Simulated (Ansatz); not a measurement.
MnO2:

```xyz
6
Lattice="2.8550 0.0000 0.0000 -1.4275 2.4725 0.0000 0.0000 0.0000 10.2217" Properties=species:S:1:pos:R:3 pbc="T T T"
Mn    0.0000    0.0000    5.1109
Mn    0.0000    0.0000    0.0000
O     1.4275    0.8242    4.1588
O     1.4275    0.8242    0.9521
O     0.0000    1.6483    6.0630
O     0.0000    1.6483    9.2697
```

Measurements of this composition are mostly on another form, of space group No. 136.

Base run:

| Quantity | Value |
| --- | --- |
| Program | Ansatz 0.2.0 |
| Functional | PBEsol |
| Potentials or basis | all-electron LAPW, scalar-relativistic |
| Cutoff | 417 eV |
| Density cutoff | 1670 eV |
| Basis error allowed | 0.002 eV/atom |
| k mesh | 11 × 11 × 3 |
| Occupations | fermi-dirac, width 0.05 eV |
| Spin | collinear spin, ferromagnetic start |
| Starting moments | [4.0, 4.0, 0.0, 0.0, 0.0, 0.0] μB |

Its results: band gap on the k mesh 0.81 eV, indirect (least direct gap 0.86 eV); pressure -2.3 GPa; net moment 6.00 μB per cell; site moments Mn +2.72; O +0.05 μB; largest force 0.188 eV/Å.

Problem. The run is repeated on the same cell with these changes: functional from PBEsol to LDA. What comes out?

Solution. Band gap on the k mesh 0.51 eV, indirect (least direct gap 0.54 eV); pressure -7.9 GPa; net moment 6.00 μB per cell; site moments Mn +2.70; O +0.06 μB; largest force 0.591 eV/Å.

LDA binds more tightly than PBEsol, so the same cell stands under less pressure.

Caveats: only a ferromagnetic start was run, and an antiferromagnetic order may lie lower in energy.

Not every run made on this cell is shown here.
